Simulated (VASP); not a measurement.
# TePb (Fm-3m) in VASP: further runs

TePb is run at these levels: r2SCAN, PBE, HSE06; tasks: single point.

Program: VASP 6.6.1. These are calculated values, not measurements. Logs are shortened: lines on timing, memory, paths and dates and some standing lists are left out, and cuts for length are marked.

**Measured values to compare with.**

From a printed reference work, monograph, for a bulk crystal of TePb at 4.2 K: band gap 0.19 eV (direct).

The runs below are set against these values where they give the same quantity.

### Step 1. The cell of the first run

Symmetry: Fm-3m, No. 225, cubic system. Conventional cell: a = 6.536 Å, b = 6.536 Å, c = 6.536 Å, α = 90.00°, β = 90.00°, γ = 90.00°. Within 4.3 Å of Te (site symmetry m-3m) lie 6 Pb at 3.27 Å. Within 4.3 Å of Pb (site symmetry m-3m) lie 6 Te at 3.27 Å.

### Step 2. Single point, r2SCAN

Contents of POSCAR:

```
TePb
1.0
    0.0000000000      3.2678555511      3.2678555511
    3.2678555511      0.0000000000      3.2678555511
    3.2678555511      3.2678555511      0.0000000000
Te Pb
1 1
Direct
    0.5000000000      0.5000000000      0.5000000000
    0.0000000000      0.0000000000      0.0000000000
```

Contents of INCAR.step1:

```
PREC = Accurate
ENCUT = 520
ISMEAR = 0
SIGMA = 0.01
LREAL = False
LASPH = True
NELM = 60
NBANDS = 17
GGA = PE
ALGO = Normal
EDIFF = 1E-4
LWAVE = True
LCHARG = False
```

Contents of INCAR.step2:

```
PREC = Accurate
ENCUT = 520
EDIFF = 1E-6
ISMEAR = 0
SIGMA = 0.01
LREAL = False
LASPH = True
NELM = 60
ALGO = Normal
ISIF = 2
LWAVE = False
LCHARG = True
METAGGA = R2SCAN
LMIXTAU = True
LELF = True
LVHAR = True
NBANDS = 17
ISTART = 1
```

Contents of KPOINTS:

```
Automatic mesh
0
Gamma
  4 4 4
```

Potentials or basis: VASP PAW PBE potentials, release 64 (Te, Pb_d).

Started as:

```console
$ cat potpaw_PBE.64/Te/POTCAR potpaw_PBE.64/Pb_d/POTCAR > POTCAR
$ cp INCAR.step1 INCAR
$ mpirun -np 1 vasp_std > vasp.out
$ cp INCAR.step2 INCAR
$ mpirun -np 1 vasp_std > vasp.out
```

OUTCAR:

```text
PREC = Accurate
   ENCUT = 520
   EDIFF = 1E-6
   ISMEAR = 0
   LREAL = False
   LASPH = True
   NELM = 60
   ISIF = 2
   METAGGA = R2SCAN
   ISTART = 1

 ion  position               nearest neighbor table
   1  0.500  0.500  0.500-   2 3.27   2 3.27   2 3.27   2 3.27   2 3.27   2 3.27
   2  0.000  0.000  0.000-   1 3.27   1 3.27   1 3.27   1 3.27   1 3.27   1 3.27

  LATTYP: Found a face centered cubic cell.
 ALAT       =     6.5357111022

  Lattice vectors:

 A1 = (   0.0000000000,   3.2678555511,   3.2678555511)
 A2 = (   3.2678555511,   0.0000000000,   3.2678555511)
 A3 = (   3.2678555511,   3.2678555511,   0.0000000000)

Analysis of symmetry for initial positions (statically):
=====================================================================
 Subroutine PRICEL returns:
 Original cell was already a primitive cell.

 Routine SETGRP: Setting up the symmetry group for a
 face centered cubic supercell.

 Subroutine GETGRP returns: Found 48 space group operations
 (whereof 48 operations were pure point group operations)
 out of a pool of 48 trial point group operations.

The static configuration has the point symmetry O_h .

Analysis of symmetry for dynamics (positions and initial velocities):
=====================================================================
 Subroutine PRICEL returns:
 Original cell was already a primitive cell.

 Routine SETGRP: Setting up the symmetry group for a
 face centered cubic supercell.

 Subroutine GETGRP returns: Found 48 space group operations
 (whereof 48 operations were pure point group operations)
 out of a pool of 48 trial point group operations.

The dynamic configuration has the point symmetry O_h .

 Subroutine INISYM returns: Found 48 space group operations
 (whereof 48 operations are pure point group operations),
 and found     1 'primitive' translations

----------------------------------------------------------------------------------------

                                     Primitive cell

  volume of cell :      69.7941

  direct lattice vectors                    reciprocal lattice vectors
     0.000000000  3.267855551  3.267855551    -0.153005539  0.153005539  0.153005539
     3.267855551  0.000000000  3.267855551     0.153005539 -0.153005539  0.153005539
     3.267855551  3.267855551  0.000000000     0.153005539  0.153005539 -0.153005539

  length of vectors
     4.621445640  4.621445640  4.621445640     0.265013367  0.265013367  0.265013367

  position of ions in fractional coordinates (direct lattice)
     0.500000000  0.500000000  0.500000000
     0.000000000  0.000000000  0.000000000

  ion indices of the primitive-cell ions
   primitive index   ion index
                 1           1
                 2           2

----------------------------------------------------------------------------------------

 KPOINTS: Automatic mesh

Automatic generation of k-mesh.
 Grid dimensions read from file:
 generate k-points for:    4    4    4

 Generating k-lattice:

  Cartesian coordinates                     Fractional coordinates (reciprocal lattice)
    -0.038251385  0.038251385  0.038251385     0.250000000  0.000000000  0.000000000
     0.038251385 -0.038251385  0.038251385     0.000000000  0.250000000  0.000000000
     0.038251385  0.038251385 -0.038251385     0.000000000  0.000000000  0.250000000

  Length of vectors
     0.066253342  0.066253342  0.066253342

  Shift w.r.t. Gamma in fractional coordinates (k-lattice)
     0.000000000  0.000000000  0.000000000

 Subroutine IBZKPT returns following result:
 ===========================================

 Found      8 irreducible k-points:

 Following reciprocal coordinates:
            Coordinates               Weight
  0.000000  0.000000  0.000000      1.000000
  0.250000  0.000000  0.000000      8.000000
  0.500000  0.000000  0.000000      4.000000
  0.250000  0.250000  0.000000      6.000000
  0.500000  0.250000  0.000000     24.000000
 -0.250000  0.250000  0.000000     12.000000
  0.500000  0.500000  0.000000      3.000000
 -0.250000  0.500000  0.250000      6.000000
   k-points           NKPTS =      8   k-points in BZ     NKDIM =      8   number of bands    NBANDS=     17
   number of dos      NEDOS =    301   number of ions     NIONS =      2
   total plane-waves  NPLWV =  46656
   dimension x,y,z NGX =    36 NGY =   36 NGZ =   36
   dimension x,y,z NGXF=    72 NGYF=   72 NGZF=   72
   ions per type =               1   1
   NGX,Y,Z   is equivalent  to a cutoff of  12.95, 12.95, 12.95 a.u.
   NGXF,Y,Z  is equivalent  to a cutoff of  25.90, 25.90, 25.90 a.u.
 SYSTEM =  unknown system
   PREC   = accura    normal or accurate (medium, high low for compatibility)
   ISTART =      1    job   : 0-new  1-cont  2-samecut
   ICHARG =      0    charge: 1-file 2-atom 10-const
   ISPIN  =      1    spin polarized calculation?
   LNONCOLLINEAR =      F non collinear calculations
   LSORBIT =      F    spin-orbit coupling
   LASPH  =      T    aspherical Exc in radial PAW
   ENCUT  =  520.0 eV  38.22 Ry    6.18 a.u.   8.59  8.59  8.59*2*pi/ulx,y,z
   NELM   =     60;   NELMIN=  2; NELMDL=  0     # of ELM steps
   EDIFF  = 0.1E-05   stopping-criterion for ELM
   LREAL  =      F    real-space projection
   EDIFFG = 0.1E-04   stopping-criterion for IOM
   NSW    =      0    number of steps for IOM
   IBRION =     -1    ionic relax: 0-MD 1-quasi-New 2-CG
   NFREE  =      0    steps in history (QN), initial steepest desc. (CG)
   ISIF   =      2    stress and relaxation
   ISYM   =      2    0-nonsym 1-usesym 2-fastsym
   POTIM  = 0.5000    time-step for ionic-motion
   TEBEG  =    0.0;   TEEND  =   0.0 temperature during run
   PSTRESS=    0.0 pullay stress
   NELECT =      20.0000    total number of electrons
   NUPDOWN=      -1.0000    fix difference up-down
   EMIN   =  10.00;   EMAX   =-10.00  energy-range for DOS
   EFERMI =   0.00;   METHOD = LEGACY
   ISMEAR =     0;   SIGMA  =   0.01  broadening in eV -4-tet -1-fermi 0-gaus
   EFERMI_NEDOS =   21; number of points for ismear=-14 and -15
   IALGO  =     38    algorithm
   IMIX   =      4    mixing-type and parameters
     AMIX     =   0.40;   BMIX     =  1.00
     AMIX_MAG =   1.60;   BMIX_MAG =  1.00
  volume/ion in A,a.u.               =      34.90       235.50
  Fermi-wavevector in a.u.,A,eV,Ry     =   1.079308  2.039596 15.849499  1.164905
  Thomas-Fermi vector in A             =   2.215269
   LORBIT       =      0    0 simple, 1 ext, 2 COOP (PROOUT), +10 PAW based schemes
   METAGGA = R2SCAN    functional components
   LHFCALC =     F    Hartree Fock is set to
   AEXX    =    0.0000 exact exchange contribution
   IVDW    =     0    specifies the selected vdW correction
   LEPSILON=     F    determine dielectric tensor
   LRPA    =     F    only Hartree local field effects (RPA)
 non-spin polarized calculation
 Gauss-broadening in eV      SIGMA  =   0.01
  energy-cutoff  :      520.00
  volume of cell :       69.79
 maximum number of plane-waves:      1893
 NGX is ok and might be reduce to    36
   NGX = 17   NGY = 17   NGZ = 17

 number of electron      20.0000002 magnetization

 Free energy of the ion-electron system (eV)
  ---------------------------------------------------
  ext. energy  EPLUGINS =         0.00000000
  ---------------------------------------------------
  free energy    TOTEN  =       -82.69672384 eV

  energy without entropy =      -82.69672384  energy(sigma->0) =      -82.69672384

 E-fermi :   5.1809     XC(G=0):  -9.6536

 val. band max:        5.0642635316   @ k =   0.5000   0.0000   0.0000
 cond. band min:       6.1586998114   @ k =   0.5000   0.0000   0.0000
 fundamental gap:      1.0944362798
 Fermi energy:         5.1809241884

 k-point     1 :       0.0000    0.0000    0.0000
  band No.  band energies     occupation
      1     -12.2555      2.00000
      2     -12.2555      2.00000
      3     -12.2463      2.00000
      4     -12.2463      2.00000
      5     -12.2463      2.00000
      6      -7.1541      2.00000
[... 9 lines left out ...]
     16      11.3328      0.00000
     17      13.0058      0.00000

 k-point     2 :       0.2500    0.0000    0.0000
  band No.  band energies     occupation
      1     -12.2621      2.00000
      2     -12.2621      2.00000
      3     -12.2450      2.00000
      4     -12.2391      2.00000
      5     -12.2391      2.00000
      6      -6.6346      2.00000
[... 9 lines left out ...]
     16      12.4347      0.00000
     17      15.8265      0.00000

 k-point     3 :       0.5000    0.0000    0.0000
  band No.  band energies     occupation
      1     -12.2695      2.00000
      2     -12.2695      2.00000
      3     -12.2440      2.00000
      4     -12.2312      2.00000
      5     -12.2312      2.00000
      6      -5.7317      2.00000
[... 9 lines left out ...]
     16      14.7833      0.00000
     17      14.7833      0.00000

 k-point     4 :       0.2500    0.2500    0.0000
  band No.  band energies     occupation
      1     -12.2795      2.00000
      2     -12.2506      2.00000
      3     -12.2504      2.00000
      4     -12.2354      2.00000
      5     -12.2354      2.00000
      6      -6.4734      2.00000
[... 9 lines left out ...]
     16      13.9720      0.00000
     17      13.9780      0.00000

 k-point     5 :       0.5000    0.2500    0.0000
  band No.  band energies     occupation
      1     -12.2903      2.00000
      2     -12.2570      2.00000
      3     -12.2462      2.00000
      4     -12.2317      2.00000
      5     -12.2281      2.00000
      6      -5.6374      2.00000
[... 9 lines left out ...]
     16      15.2587      0.00000
     17      16.0711      0.00000

 k-point     6 :      -0.2500    0.2500    0.0000
  band No.  band energies     occupation
      1     -12.2734      2.00000
      2     -12.2658      2.00000
      3     -12.2404      2.00000
      4     -12.2356      2.00000
      5     -12.2346      2.00000
      6      -5.9093      2.00000
[... 9 lines left out ...]
     16      14.0794      0.00000
     17      14.9920      0.00000

 k-point     7 :       0.5000    0.5000    0.0000
  band No.  band energies     occupation
      1     -12.3133      2.00000
      2     -12.2546      2.00000
      3     -12.2457      2.00000
      4     -12.2236      2.00000
      5     -12.2236      2.00000
      6      -5.4958      2.00000
[... 9 lines left out ...]
     16      16.5044      0.00000
     17      16.5873      0.00000

 k-point     8 :      -0.2500    0.5000    0.2500
  band No.  band energies     occupation
      1     -12.2964      2.00000
      2     -12.2576      2.00000
      3     -12.2396      2.00000
      4     -12.2396      2.00000
      5     -12.2237      2.00000
      6      -5.3393      2.00000
[... 9 lines left out ...]
     16      16.5380      0.00000
     17      16.6706      0.00000

------------------------ aborting loop because EDIFF is reached ----------------------------------------

  FORCE on cell =-STRESS in cart. coord.  units (eV):
  Direction    XX          YY          ZZ          XY          YZ          ZX
  --------------------------------------------------------------------------------------
  -------------------------------------------------------------------------------------
  Total        0.0062723      0.0062723      0.0062723      0.0000000      0.0000000     -0.0000000
  in kB        0.1439852      0.1439852      0.1439852      0.0000000      0.0000000     -0.0000000
  external PRESSURE =       0.1439852 kB  Pullay stress =       0.0000000 kB

 VOLUME and BASIS-vectors are now :
 -----------------------------------------------------------------------------
  energy-cutoff  :      520.00
  volume of cell :       69.79
      direct lattice vectors                 reciprocal lattice vectors
     0.000000000  3.267855551  3.267855551    -0.153005539  0.153005539  0.153005539
     3.267855551  0.000000000  3.267855551     0.153005539 -0.153005539  0.153005539
     3.267855551  3.267855551  0.000000000     0.153005539  0.153005539 -0.153005539

 POSITION                                       TOTAL-FORCE (eV/Angst)
 -----------------------------------------------------------------------------------
      3.26786      3.26786      3.26786         0.000000      0.000000      0.000000
      0.00000      0.00000      0.00000        -0.000000      0.000000     -0.000000
 -----------------------------------------------------------------------------------
    total drift:                               -0.000000      0.000000      0.000000

  FREE ENERGIE OF THE ION-ELECTRON SYSTEM (eV)
  ---------------------------------------------------
  free  energy   TOTEN  =       -82.6967238385 eV

  energy  without entropy=      -82.6967238385  energy(sigma->0) =      -82.69672384
```

Run time: 32 s. Hardware: 1 thread of Intel Xeon 6975P-C (Granite Rapids), shared host; peak memory 0.22 GiB.

Results:

| Property | Result |
| --- | --- |
| Free energy | -82.6967 eV |
| Pressure | 0.0 GPa |
| Band gap on the k mesh | 1.09 eV, direct |

Levels at points of the mesh, in eV from the valence-band top:
```csv
k point,band 8,band 9,band 10,band 11,band 12,band 13
"(0.00, 0.00, 0.00)",-1.35,-1.35,-1.35,4.32,4.32,4.32
"(0.50, 0.00, 0.00)",-0.90,-0.90,0.00,1.09,1.51,1.51
"(0.50, 0.50, 0.00)",-4.41,-2.76,-2.76,3.74,5.71,5.71
```

Caveat: the PAW data sets were made with another functional, which shifts forces and pressure a little; spin-orbit coupling is left out, which moves the levels of the heavy elements.

(Part 1 of 2 ends here.)
